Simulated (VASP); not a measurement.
These are AM05 GGA, VASP's PBE PAW potentials (set 64) (plane waves; VASP) values and carry that method's errors.

VASP ran on this input.

KPOINTS:
```
Automatic mesh
0
Gamma
6 6 6
0 0 0
```

File POSCAR:
```
CsI
1.0
  4.7145015862   0.0000000000   0.0000000000
  0.0000000000   4.7145015862   0.0000000000
  0.0000000000   0.0000000000   4.7145015862
Cs I
1 1
direct
  0.0000000000   0.0000000000   0.0000000000
  0.5000000000   0.5000000000   0.5000000000
```

INCAR:
```
SYSTEM = CsI
PREC = Accurate
ENCUT = 520
EDIFF = 1E-7
NELM = 100
ALGO = Normal
LREAL = .FALSE.
LASPH = .TRUE.
ISMEAR = 0
SIGMA = 0.05
GGA = AM
LMAXMIX = 4
LWAVE = .FALSE.
LCHARG = .FALSE.
ISIF = 2
```

POTCAR, in this order: Cs_sv I (PBE.64 set). Program: vasp_std.

What VASP printed:

**OUTCAR**
```
 ion  position               nearest neighbor table
   1  0.000  0.000  0.000-
   2  0.500  0.500  0.500-
  LATTYP: Found a simple cubic cell.
 ALAT       =     4.7145015862
 Subroutine PRICEL returns:
 Original cell was already a primitive cell.
 Subroutine GETGRP returns: Found 48 space group operations
The static configuration has the point symmetry O_h .
The dynamic configuration has the point symmetry O_h .
 Subroutine INISYM returns: Found 48 space group operations
 Subroutine IBZKPT returns following result:
 Found     20 irreducible k-points:

 Following reciprocal coordinates:
            Coordinates               Weight
  0.000000  0.000000  0.000000      1.000000
  0.166667  0.000000  0.000000      6.000000
  0.333333  0.000000  0.000000      6.000000
  0.500000  0.000000  0.000000      3.000000
  0.166667  0.166667  0.000000     12.000000
  0.333333  0.166667  0.000000     24.000000
  0.500000  0.166667  0.000000     12.000000
  0.333333  0.333333  0.000000     12.000000
  0.500000  0.333333  0.000000     12.000000
  0.500000  0.500000  0.000000      3.000000
  0.166667  0.166667  0.166667      8.000000
  0.333333  0.166667  0.166667     24.000000
  0.500000  0.166667  0.166667     12.000000
  0.333333  0.333333  0.166667     24.000000
  0.500000  0.333333  0.166667     24.000000
  0.500000  0.500000  0.166667      6.000000
  0.333333  0.333333  0.333333      8.000000
  0.500000  0.333333  0.333333     12.000000
  0.500000  0.500000  0.333333      6.000000
  0.500000  0.500000  0.500000      1.000000
   k-points           NKPTS =     20   k-points in BZ     NKDIM =     20   number of bands    NBANDS=     12
   number of dos      NEDOS =    301   number of ions     NIONS =      2
   total plane-waves  NPLWV =  46656
   dimension x,y,z NGX =    36 NGY =   36 NGZ =   36
...
```

### OSZICAR
```
       N       E                     dE             d eps       ncg     rms          rms(c)
DAV:   1     0.977780794138E+02    0.97778E+02   -0.61330E+03   480   0.108E+03
DAV:   2     0.313307135934E+01   -0.94645E+02   -0.88621E+02   720   0.165E+02
DAV:   3    -0.536706106231E+01   -0.85001E+01   -0.84485E+01   608   0.575E+01
DAV:   4    -0.550489584034E+01   -0.13783E+00   -0.13781E+00   560   0.888E+00
DAV:   5    -0.550636135522E+01   -0.14655E-02   -0.14655E-02   616   0.979E-01    0.139E+00
DAV:   6    -0.536423376249E+01    0.14213E+00   -0.19690E-01   544   0.198E+00    0.942E-01
DAV:   7    -0.533734860695E+01    0.26885E-01   -0.16208E-01   564   0.187E+00    0.582E-01
DAV:   8    -0.534389104424E+01   -0.65424E-02   -0.15376E-02   516   0.829E-01    0.746E-02
DAV:   9    -0.534456073916E+01   -0.66969E-03   -0.20999E-03   584   0.273E-01    0.626E-02
DAV:  10    -0.534470640477E+01   -0.14567E-03   -0.24857E-04   524   0.123E-01    0.210E-02
DAV:  11    -0.534470860610E+01   -0.22013E-05   -0.51520E-05   584   0.349E-02    0.476E-03
DAV:  12    -0.534471335094E+01   -0.47448E-05   -0.11621E-05   520   0.264E-02    0.153E-03
DAV:  13    -0.534471343299E+01   -0.82048E-07   -0.25249E-07   596   0.344E-03
   1 F= -.53447134E+01 E0= -.53447134E+01  d E =-.790354E-11
```

**OUTCAR**
```
------------------------ aborting loop because EDIFF is reached ----------------------------------------
  FORCE on cell =-STRESS in cart. coord.  units (eV):
  Direction    XX          YY          ZZ          XY          YZ          ZX
  --------------------------------------------------------------------------------------
  Total       -0.3140384     -0.3140384     -0.3140384      0.0000000      0.0000000     -0.0000000
  in kB       -4.8016005     -4.8016005     -4.8016005      0.0000000      0.0000000     -0.0000000
  external PRESSURE =      -4.8016005 kB  Pullay stress =       0.0000000 kB
  volume of cell :      104.79
      direct lattice vectors                 reciprocal lattice vectors
     4.714501586  0.000000000  0.000000000     0.212111499  0.000000000  0.000000000
     0.000000000  4.714501586  0.000000000     0.000000000  0.212111499  0.000000000
     0.000000000  0.000000000  4.714501586     0.000000000  0.000000000  0.212111499
 POSITION                                       TOTAL-FORCE (eV/Angst)
 -----------------------------------------------------------------------------------
      0.00000      0.00000      0.00000         0.000000      0.000000      0.000000
      2.35725      2.35725      2.35725         0.000000      0.000000      0.000000
 -----------------------------------------------------------------------------------
    total drift:                               -0.000000      0.000000      0.000000
  FREE ENERGIE OF THE ION-ELECTRON SYSTEM (eV)
  ---------------------------------------------------
  free  energy   TOTEN  =        -5.3447134330 eV

  energy  without entropy=       -5.3447134330  energy(sigma->0) =       -5.34471343
```
(Selected blocks of OUTCAR.)

The compound is CsI in the CsCl type structure. This cell is one point of a volume scan, at 1.06 of the reference volume.
